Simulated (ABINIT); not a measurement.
# InPd (Pm-3m) in ABINIT: band structure with PBEsol

Aim: the band structure of InPd with PBEsol.

Program: ABINIT 10.8.3 (patched build). These are calculated values, not measurements. Logs are shortened: lines on timing, memory, paths and dates and some standing lists are left out, and cuts for length are marked. The log counts tension as positive stress, the text compression.

## Step 1: The crystal as given

Symmetry: Pm-3m, No. 221, cubic system. The conventional cell has a = 3.272 Å, b = 3.272 Å, c = 3.272 Å, α = 90.00°, β = 90.00°, γ = 90.00°. In (site symmetry m-3m) is surrounded by 8 Pd at 2.83 Å. Around Pd (site symmetry m-3m) lie 8 In at 2.83 Å.

The cell comes from a database or a generator and needn't be the stable form of this composition.

## Step 2: Band structure, PBEsol

run.abi reads:

```
# Datasets: ground state, then fixed potential
ndtset 2

# Pseudopotentials
pp_dirpath "./"
pseudos "In.upf, Pd.upf"

# Structure
acell 3*1.0
rprim
     6.1829661455     0.0000000000     0.0000000000
     0.0000000000     6.1829661455     0.0000000000
     0.0000000000     0.0000000000     6.1829661455
ntypat 2
znucl 49 46
natom 2
typat 1 2
xred
     0.0000000000     0.0000000000     0.0000000000
     0.5000000000     0.5000000000     0.5000000000

# Plane-wave basis
ecut 1115.666836 eV

# Exchange and correlation
ixc -116133

# Bands and occupations
occopt 3
tsmear 0.05 eV

# SCF cycle
nstep 100

# Output
iomode 3
prtwf 0
prteig 0
prtebands 0
enunit 1
prtden1 1
prtvha1 1
prtvclmb1 1
prtpot1 1
prtelf1 1

# Dataset 1
kptopt1 1
ngkpt1 8 8 8
nshiftk1 1
shiftk1 0.0 0.0 0.0
nband1 20
tolvrs1 1.0e-10

# Dataset 2: bands along G-X-M-G-R-X
iscf2 -2
getden2 1
nband2 26
nbdbuf2 4
tolwfr2 1.0e-11
kptopt2 -5
ndivsm2 5
prteig2 1
prtvol2 -3
kptbounds2
     0.0000000000     0.0000000000     0.0000000000
     0.0000000000     0.5000000000     0.0000000000
     0.5000000000     0.5000000000     0.0000000000
     0.0000000000     0.0000000000     0.0000000000
     0.5000000000     0.5000000000     0.5000000000
     0.0000000000     0.5000000000     0.0000000000
```

Potentials or basis: PseudoDojo NC SR PBEsol v0.4.1 standard.

Launch:

```
abinit run.abi > log 2>&1
```

run.abo:

```text
.Version 10.8.3 of ABINIT
 DATASET    1 : space group Pm -3 m (#221); Bravais cP (primitive cubic)
================================================================================
 Values of the parameters that define the memory need for DATASET  1.
     intxc =       0    ionmov =       0      iscf =       7    lmnmax =       6
     lnmax =       6     mgfft =      36  mpssoang =       3    mqgrid =    3001
     natom =       2  nloc_mem =       1    nspden =       1   nspinor =       1
    nsppol =       1      nsym =      48    n1xccc =    2501    ntypat =       2
    occopt =       3   xclevel =       2
       mpw =        2996          nfft =       46656          nkpt =          35
================================================================================
================================================================================

 DATASET    2 : space group Pm -3 m (#221); Bravais cP (primitive cubic)
================================================================================
 Values of the parameters that define the memory need for DATASET  2.
     intxc =       0    ionmov =       0      iscf =      -2    lmnmax =       6
     lnmax =       6     mgfft =      36  mpssoang =       3    mqgrid =    3001
     natom =       2  nloc_mem =       1    nspden =       1   nspinor =       1
    nsppol =       1      nsym =      48    n1xccc =    2501    ntypat =       2
    occopt =       3   xclevel =       2
       mpw =        2990          nfft =       46656          nkpt =          34
================================================================================
================================================================================

--------------------------------------------------------------------------------
------------- Echo of variables that govern the present computation ------------
--------------------------------------------------------------------------------
 -outvars: echo values of preprocessed input variables --------
            acell      1.0000000000E+00  1.0000000000E+00  1.0000000000E+00 Bohr
              amu      1.14820000E+02  1.06420000E+02
             ecut      4.10000000E+01 Hartree
           enunit           1
           getden1          0
           getden2          1
             iscf1          7
             iscf2         -2
              ixc     -116133
           jdtset        1    2
           kptopt1          1
           kptopt2         -5
         kptrlatt        8    0    0      0    8    0      0    0    8
          kptrlen1     4.94637292E+01
          kptrlen2     3.00000000E+01
            natom           2
            nband1         20
            nband2         26
           nbdbuf1          0
           nbdbuf2          4
           ndtset           2
           ndivsm1          0
           ndivsm2          5
            ngfft          36      36      36
             nkpt1         35
             nkpt2         34
            nstep         100
             nsym          48
           ntypat           2
           occopt           3
        prtebands           0
           prteig1          0
           prteig2          1
           prtelf1          1
           prtelf2          0
           prtpot1          1
           prtpot2          0
         prtvclmb1          1
         prtvclmb2          0
           prtvha1          1
           prtvha2          0
           prtvol1          0
           prtvol2         -3
            prtwf           0
            rprim      6.1829661455E+00  0.0000000000E+00  0.0000000000E+00
                       0.0000000000E+00  6.1829661455E+00  0.0000000000E+00
                       0.0000000000E+00  0.0000000000E+00  6.1829661455E+00
           shiftk1     0.00000000E+00  0.00000000E+00  0.00000000E+00
           shiftk2     5.00000000E-01  5.00000000E-01  5.00000000E-01
          spgroup         221
           tolvrs1     1.00000000E-10
           tolvrs2     0.00000000E+00
           tolwfr1     0.00000000E+00
           tolwfr2     1.00000000E-11
           tsmear      1.83746611E-03 Hartree
            typat      1  2
           xangst      0.0000000000E+00  0.0000000000E+00  0.0000000000E+00
                       1.6359423889E+00  1.6359423889E+00  1.6359423889E+00
            xcart      0.0000000000E+00  0.0000000000E+00  0.0000000000E+00
                       3.0914830728E+00  3.0914830728E+00  3.0914830728E+00
[... 181 lines left out ...]
== DATASET  2 ==================================================================

--- !DatasetInfo
iteration_state: {dtset: 2, }
dimensions: {natom: 2, nkpt: 34, mband: 26, nsppol: 1, nspinor: 1, nspden: 1, mpw: 2990, }
cutoff_energies: {ecut:  41.0, pawecutdg:  -1.0, }
electrons: {nelect:   3.10000000E+01, charge:   0.00000000E+00, occopt:   3.00000000E+00, tsmear:   1.83746611E-03, }
meta: {optdriver: 0, ionmov: 0, optcell: 0, iscf: -2, paral_kgb: 0, }
...

 mkfilename : getden/=0, take file _DEN from output of DATASET   1.

 Real(R)+Recip(G) space primitive vectors, cartesian coordinates (Bohr,Bohr^-1):
 R(1)=  6.1829661  0.0000000  0.0000000  G(1)=  0.1617347  0.0000000  0.0000000
 R(2)=  0.0000000  6.1829661  0.0000000  G(2)=  0.0000000  0.1617347  0.0000000
 R(3)=  0.0000000  0.0000000  6.1829661  G(3)=  0.0000000  0.0000000  0.1617347
 Unit cell volume ucvol=  2.3636905E+02 bohr^3
 Angles (23,13,12)=  9.00000000E+01  9.00000000E+01  9.00000000E+01 degrees

 getcut: wavevector=  0.0000  0.0000  0.0000  ngfft=  36  36  36
         ecut(hartree)=     41.000   => boxcut(ratio)=   2.01999
--------------------------------------------------------------------------------

================================================================================
 Non-SCF case, kpt    1 (  0.00000  0.00000  0.00000), residuals and eigenvalues=
  7.43E-12  3.91E-12  1.34E-12  5.39E-12  5.00E-12  8.63E-12  1.96E-12  5.15E-12
  4.53E-12  4.90E-12  5.90E-12  7.13E-12  2.04E-12  6.55E-12  9.53E-12  5.62E-12
  5.89E-12  3.32E-12  5.69E-12  1.83E-12  7.32E-12  3.95E-12  5.81E-12  2.29E-10
  3.93E-06  1.63E-05
 -2.7035E+00 -1.4458E+00 -1.4458E+00 -1.4458E+00 -1.4856E-01 -1.4856E-01
 -1.3350E-01 -1.3350E-01 -1.3350E-01  2.8446E-02  2.6003E-01  2.6003E-01
  3.1690E-01  3.1690E-01  3.1690E-01  5.5432E-01  5.5432E-01  5.5432E-01
  7.4380E-01  7.8878E-01  7.8878E-01  1.0017E+00  1.0017E+00  1.0017E+00
  1.1655E+00  1.1655E+00
 Non-SCF case, kpt    2 (  0.00000  0.10000  0.00000), residuals and eigenvalues=
  5.66E-12  3.58E-12  3.09E-12  4.53E-12  6.15E-12  5.60E-12  3.72E-12  4.44E-12
  5.85E-12  3.24E-12  9.43E-12  2.71E-12  4.96E-12  6.89E-12  6.44E-12  7.80E-12
  4.31E-12  4.15E-12  8.54E-12  6.03E-12  7.64E-12  6.38E-12  2.85E-12  5.60E-12
[... 312 lines left out ...]
 -1.3774E-01 -1.3508E-01 -1.3294E-01  1.5790E-01  1.8477E-01  2.6365E-01
  2.7803E-01  2.8707E-01  3.1293E-01  3.5956E-01  6.9782E-01  6.9806E-01
  7.3833E-01  7.6922E-01  8.2576E-01  8.4944E-01  8.9450E-01  9.3977E-01
  1.1327E+00  1.2122E+00
 Non-SCF case, kpt   34 (  0.00000  0.50000  0.00000), residuals and eigenvalues=
  9.75E-12  6.89E-12  7.77E-13  2.78E-12  5.89E-12  5.12E-12  2.30E-12  4.93E-12
  5.95E-12  7.89E-12  7.00E-12  6.81E-12  3.70E-12  9.41E-12  5.81E-12  8.64E-12
  5.62E-12  4.57E-12  9.37E-12  8.00E-12  3.37E-12  9.55E-12  8.28E-12  3.09E-11
  9.61E-07  2.97E-06
 -2.7035E+00 -1.4469E+00 -1.4457E+00 -1.4457E+00 -1.4639E-01 -1.3740E-01
 -1.3740E-01 -1.3565E-01 -1.3229E-01  1.5683E-01  1.7792E-01  2.6082E-01
  2.8048E-01  2.8048E-01  3.1433E-01  3.5938E-01  7.4955E-01  7.4955E-01
  7.6450E-01  7.9320E-01  7.9320E-01  8.0003E-01  8.3110E-01  9.1611E-01
  1.2180E+00  1.2180E+00

--- !ResultsGS
iteration_state: {dtset: 2, }
comment   : Summary of ground state results
lattice_vectors:
- [  6.1829661,   0.0000000,   0.0000000, ]
- [  0.0000000,   6.1829661,   0.0000000, ]
- [  0.0000000,   0.0000000,   6.1829661, ]
lattice_lengths: [   6.18297,    6.18297,    6.18297, ]
lattice_angles: [ 90.000,  90.000,  90.000, ] # degrees, (23, 13, 12)
lattice_volume:   2.3636905E+02
convergence: {deltae:  0.000E+00, res2:  0.000E+00, residm:  9.982E-12, diffor:  0.000E+00, }
etotal    :  -2.01197831E+02
entropy   :   0.00000000E+00
fermie    :   3.96454927E-01
cartesian_stress_tensor: null
pressure_GPa: null
xred      :
- [  0.0000E+00,   0.0000E+00,   0.0000E+00, In]
- [  5.0000E-01,   5.0000E-01,   5.0000E-01, Pd]
cartesian_forces: null
force_length_stats: {min: null, max: null, mean: null, }
...

 Integrated electronic density in atomic spheres:
 ------------------------------------------------
 Atom  Sphere_radius  Integrated_density
    1        2.00000          9.88192726
    2        2.00000         15.30875535
================================================================================

 ----iterations are completed or convergence reached----

 Mean square residual over all n,k,spin=   57.667E-13; max=  99.817E-13
 reduced coordinates (array xred) for    2 atoms
       0.000000000000      0.000000000000      0.000000000000
       0.500000000000      0.500000000000      0.500000000000

 cartesian coordinates (angstrom) at end:
    1      0.00000000000000     0.00000000000000     0.00000000000000
    2      1.63594238888184     1.63594238888184     1.63594238888184
 length scales=  1.000000000000  1.000000000000  1.000000000000 bohr
              =  0.529177210544  0.529177210544  0.529177210544 angstroms
 Eigenvalues (   eV  ) for nkpt=  34  k points:
 kpt#   1, nband= 26, wtk=  1.00000, kpt=  0.0000  0.0000  0.0000 (reduced coord)
 -73.56666  -39.34114  -39.34114  -39.34114   -4.04248   -4.04248   -3.63268   -3.63268
  -3.63268    0.77405    7.07573    7.07573    8.62322    8.62322    8.62322   15.08385
  15.08385   15.08385   20.23979   21.46391   21.46391   27.25893   27.25893   27.25893
  31.71477   31.71515
 kpt#   2, nband= 26, wtk=  1.00000, kpt=  0.0000  0.1000  0.0000 (reduced coord)
 -73.56652  -39.34422  -39.34092  -39.34092   -4.03690   -4.00863   -3.64293   -3.64293
  -3.62956    0.93302    7.07775    7.10085    8.50477    8.50477    8.61657   14.02857
  15.40010   15.40010   20.62831   21.40961   22.40789   26.84622   27.25812   27.25812
  29.88118   30.69817
 kpt#   3, nband= 26, wtk=  1.00000, kpt=  0.0000  0.2000  0.0000 (reduced coord)
 -73.56613  -39.35229  -39.34034  -39.34034   -4.02223   -3.92028   -3.66964   -3.66964
  -3.62137    1.40792    7.08309    7.10238    8.22532    8.22532    8.59913   12.17818
  16.27117   16.27117   20.79689   21.25801   25.00435   26.07500   26.65185   26.65185
  27.47040   29.91392
 kpt#   4, nband= 26, wtk=  1.00000, kpt=  0.0000  0.3000  0.0000 (reduced coord)
 -73.56566  -39.36225  -39.33963  -39.33963   -4.00401   -3.81168   -3.70242   -3.70242
[... 139 lines left out ...]
 -73.56458  -39.37212  -39.34422  -39.34419   -3.89058   -3.80803   -3.77350   -3.66539
  -3.63372    4.40297    5.53830    7.37047    7.39866    8.32295    8.40215    9.82949
  17.15788   17.70574   18.55844   19.63511   24.21350   24.55169   26.13308   26.89637
  29.08027   30.79136
 kpt#  33, nband= 26, wtk=  1.00000, kpt=  0.0714  0.5000  0.0714 (reduced coord)
 -73.56499  -39.37303  -39.34025  -39.34024   -3.95959   -3.75900   -3.74805   -3.67582
  -3.61742    4.29680    5.02795    7.17425    7.56566    7.81148    8.51531    9.78417
  18.98870   18.99506   20.09100   20.93150   22.47015   23.11446   24.34065   25.57249
  30.82130   32.98696
 kpt#  34, nband= 26, wtk=  1.00000, kpt=  0.0000  0.5000  0.0000 (reduced coord)
 -73.56514  -39.37336  -39.33883  -39.33883   -3.98353   -3.73875   -3.73875   -3.69112
  -3.59982    4.26769    4.84143    7.09735    7.63218    7.63218    8.55330    9.77928
  20.39637   20.39637   20.80324   21.58397   21.58397   21.76990   22.61539   24.92854
  33.14283   33.14341

== END DATASET(S) ==============================================================
================================================================================

 -outvars: echo values of variables after computation  --------
            acell      1.0000000000E+00  1.0000000000E+00  1.0000000000E+00 Bohr
           etotal1    -2.0119783148E+02
            fcart1    -0.0000000000E+00 -0.0000000000E+00 -0.0000000000E+00
                      -0.0000000000E+00 -0.0000000000E+00 -0.0000000000E+00
            rprim      6.1829661455E+00  0.0000000000E+00  0.0000000000E+00
                       0.0000000000E+00  6.1829661455E+00  0.0000000000E+00
                       0.0000000000E+00  0.0000000000E+00  6.1829661455E+00
           strten1     9.4348837212E-05  9.4348837212E-05  9.4348837212E-05
                       0.0000000000E+00  0.0000000000E+00  0.0000000000E+00
           xangst      0.0000000000E+00  0.0000000000E+00  0.0000000000E+00
                       1.6359423889E+00  1.6359423889E+00  1.6359423889E+00
             xred      0.0000000000E+00  0.0000000000E+00  0.0000000000E+00
                       5.0000000000E-01  5.0000000000E-01  5.0000000000E-01
 Calculation completed.
```

It took 57 s on 1 thread of AMD EPYC 9R45 (Zen 5), shared host; peak memory 0.1 GiB.

Results:

| Item | Value |
| --- | --- |
| Free energy | -5474.8719 eV |
| Pressure | -2.8 GPa |
| Band gap on the k mesh | none (metal or under the smearing width) |
| Valence electrons inside the program's atomic spheres | In 9.88; Pd 15.31 |

Levels at the corners of the path, in eV from the Fermi level:
```tsv
point	band 13	band 14	band 15	band 16	band 17	band 18
Γ	-2.16	-2.16	-2.16	4.30	4.30	4.30
X	-3.16	-3.16	-2.23	-1.01	9.61	9.61
M	-2.58	-2.26	-2.26	-1.58	1.54	2.53
Γ	-2.16	-2.16	-2.16	4.30	4.30	4.30
R	-1.54	-1.54	-0.04	3.86	3.86	3.86
X	-3.16	-3.16	-2.23	-1.01	9.61	9.61
```

Caveat: spin-orbit coupling is left out, which moves the levels of the heavy elements.
